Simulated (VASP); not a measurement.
Cd under changes of volume

One of the cells (22.378 Å³/atom); the others are scaled copies at fixed shape and fractional positions:

```
Cd
1.0
     1.61868    0.93454    2.46551
    -1.61868    0.93454    2.46551
     0.00000   -1.86909    2.46551
Cd
1
Cartesian
  0.0000 0.0000 0.0000
```

This isn't the form of Cd at room conditions, which is hcp.

| Property | Result |
| --- | --- |
| Program | VASP 6.6.1 |
| Functional | PBE |
| Potentials or basis | VASP PAW PBE potentials, release 64 (Cd) |
| Cutoff | 520 eV |
| k mesh | 10 × 10 × 10 |
| Occupations | fermi-dirac, width 0.05 eV |
| Spin | no spin polarisation |

```tsv
volume (Å³/atom)	energy over the lowest point (meV/atom)	pressure (GPa)
20.623	42.44	6.3
21.062	27.04	4.8
21.500	15.48	3.5
22.378	2.33	1.3
22.817	0.00	0.4
23.255	?	?
```

**Question.** What does the run at 23.255 Å³/atom give?

**Answer.** Energy over the lowest point 0.05 meV/atom; pressure -0.4 GPa.

Worked out: A Birch-Murnaghan fit of order 3 (a polynomial in V^(-2/3)) to the other rows has its minimum at 23.01 Å³/atom, just outside them, with B0 = V·E''(V) = 44 GPa and B' = 5.0 at fixed shape and positions, which overstates the stiffness. It gives 0.12 meV/atom at 23.255 Å³/atom, against the run's 0.05, and -dE/dV = -0.5 GPa, against -0.4.

Energies are extrapolated to zero smearing.
